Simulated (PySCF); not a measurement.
Electrostatic solvation of a mixed set.

Level: B3LYP/def2-SVPD in PySCF, non-relativistic, each on one gas-phase PBE0-D3(BJ)/def2-SVP geometry that isn't relaxed in the solvent. The solvent is an IEF-PCM continuum (Bondi radii, 1.10 Å for H, scaled by 1.2). The model holds no explicit solvent molecules, cavitation or dispersion.

Question: Order them by E(solvent) − E(gas) in chloroform (ε = 4.711), most negative first (kcal/mol).
A. 1,4-cyclohexadiene, `C1=CCC=CC1`
B. `[CH3:1][C:2]1=[CH:3][CH2:4][CH2:5][CH2:6]1` with C2–C3–C4–C5 13°, C3–C4–C5–C6 -21°, C4–C5–C6–C2 21°, C1–C2–C6–C5 169° (1-methylcyclopentene)
C. `[CH3:1][n:2]1[n:3][c:4]([OH:5])[cH:6][cH:7][c:8]1=[O:9]` with N3–C4–O5–H 0°
D. `c1c[nH+]c[nH]1`

Answer: D (-49.5), C (-7.0), A (-1.3), B (-0.8).

| SMILES | charge | ΔE (kcal/mol) | polarisation term (kcal/mol) | HOMO shift (eV) | dipole gas (D) | dipole solvent (D) | atoms | lowest singlet, gas (eV) | lowest singlet, solvent (eV) |
| --- | --- | --- | --- | --- | --- | --- | --- | --- | --- |
| c1c[nH+]c[nH]1 | 1 | -49.5 | -49.8 | +3.89 | – | – | 10 | 6.32 | 6.30 |
| Cn1nc(O)ccc1=O | 0 | -7.0 | -7.9 | 0.00 | 2.96 | 3.79 | 15 | 3.91 | 3.99 |
| C1=CCC=CC1 | 0 | -1.3 | -1.4 | +0.04 | 0.00 | 0.00 | 14 | 5.61 | 5.59 |
| CC1=CCCC1 | 0 | -0.8 | -0.8 | +0.04 | 0.26 | 0.36 | 16 | 5.91 | 5.93 |

The ion comes first with 49.5 kcal/mol, the neutral species gain 7.0 at most. The polarisation term is half the interaction of the solute with the induced surface charges. No dipole is given for ions, as it depends on the origin. Singlets are vertical TDDFT energies (frozen core, non-equilibrium response), the lowest in each medium.
